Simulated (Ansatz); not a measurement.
A Co$_{2}$Si cell: a crystal with Co and Si atoms exchanged, relaxed.

```
CELL_PARAMETERS angstrom
4.83406 -3.45608 0.09637
-4.93806 -3.59291 -0.00796
-0.07521 0.08385 -7.64238
ATOMIC_POSITIONS crystal
Si 0.55189 0.67460 0.75006
Co 0.08315 0.20492 0.74109
Co 0.45116 0.32809 0.25526
Co 0.87770 0.79594 0.28276
Si 0.68648 0.08112 0.24144
Co 0.16371 0.56055 0.24617
Co 0.35514 0.94625 0.76675
Co 0.81862 0.45657 0.74020
Si 0.50987 0.66630 0.41783
Co 0.07186 0.20306 0.41047
Co 0.45158 0.31284 0.57852
Si 0.99516 0.85058 0.60198
Si 0.73574 0.10184 0.87897
Co 0.20216 0.56365 0.92246
Co 0.30593 0.92523 0.09938
Co 0.79511 0.43170 0.06088
Co 0.30842 0.94642 0.41214
Si 0.82464 0.43725 0.42815
Co 0.69647 0.02147 0.55634
Co 0.18695 0.56842 0.58751
Si 0.40245 0.27169 0.93374
Co 0.91914 0.81155 0.91518
Si 0.55462 0.67905 0.08226
Co 0.04951 0.17873 0.08999
```

Computed with DFT PBE, scalar-relativistic, plane waves, PAW in Ansatz.

Plane waves to 420 eV, a k mesh through Γ of 4×5×5 on the computed 24-atom cell and Gaussian smearing (0.10 eV); collinear spin from starting moments 0 0.74 0.46 0 0 1.29 0.56 0.95 0 1.2 1.31 0 0 0.81 1.09 0.57 1.22 0 0.38 0.69 0 0.49 0 1.17 μB.

Task: Describe its local order.

Result: Counting as bonded all pairs within 1.2 times the summed covalent radii:

```csv
atom → neighbour,mean count,mean length (Å),spread (Å)
Co → Co,8.12,2.55,0.11
Co → Si,3.94,2.42,0.11
Si → Co,7.88,2.42,0.11
Si → Si,1.75,2.56,0.04
```

Angles between all pairs of such bonds at an atom (mean ± spread): 97 ± 35° at Co, 98 ± 34° at Si.

Task: Does it have a gap?

Result: It has no gap on the mesh. One magnetic start was tried.

The final mesh leaves forces up to 0.09 eV/Å and stresses up to 0.5 GPa: the relaxation ran on a coarser mesh, so the cell's shape, its bonds and its energy belong partly to that mesh.

The k mesh is coarse.

Cost: 2 runs of about 46 core-minutes in all (earlier runs that led there not counted), on Intel Xeon Platinum 8488C (Sapphire Rapids) (shared hosts).